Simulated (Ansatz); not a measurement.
KCl, pressure series

The reference is KCl in the rock salt structure (space group Fm-3m, No. 225).

```yaml
crystal:
  lattice:
    - [0.00000, 3.19058, 3.19058]
    - [3.19058, 0.00000, 3.19058]
    - [3.19058, 3.19058, 0.00000]
  atoms:
    - { symbol: Cl, position: [0.00000, 0.00000, 0.00000] }
    - { symbol: K, position: [0.50000, 0.50000, 0.50000] }
```

Cell and atoms are relaxed at each pressure.

All numbers come from PBE (Ansatz, a first-principles code), no SOC.

Computed cases, in order: pressure −2 GPa; pressure −1 GPa; 0 GPa (base); pressure 0.3 GPa; pressure 0.7 GPa; pressure 1.5 GPa; pressure 3 GPa; pressure 5 GPa; pressure 7.5 GPa; pressure 10 GPa.

### Question
Between which two neighbouring cases does the gap turn between direct and indirect?

### Answer
Between pressure 7.5 GPa (6.01 eV, direct at Γ) and pressure 10 GPa (6.14 eV, indirect, Γ → X). The whole series: pressure −2 GPa: 4.47 eV, direct at Γ; pressure −1 GPa: 4.82 eV, direct at Γ; 0 GPa (base): 5.05 eV, direct at Γ; pressure 0.3 GPa: 5.11 eV, direct at Γ; pressure 0.7 GPa: 5.18 eV, direct at Γ; pressure 1.5 GPa: 5.31 eV, direct at Γ; pressure 3 GPa: 5.52 eV, direct at Γ; pressure 5 GPa: 5.76 eV, direct at Γ; pressure 7.5 GPa: 6.01 eV, direct at Γ; pressure 10 GPa: 6.14 eV, indirect, Γ → X.

Load acts through the strain it causes; cell and atoms are relaxed under it. No phonon test of stability was made. Competing high-pressure phases were not computed.
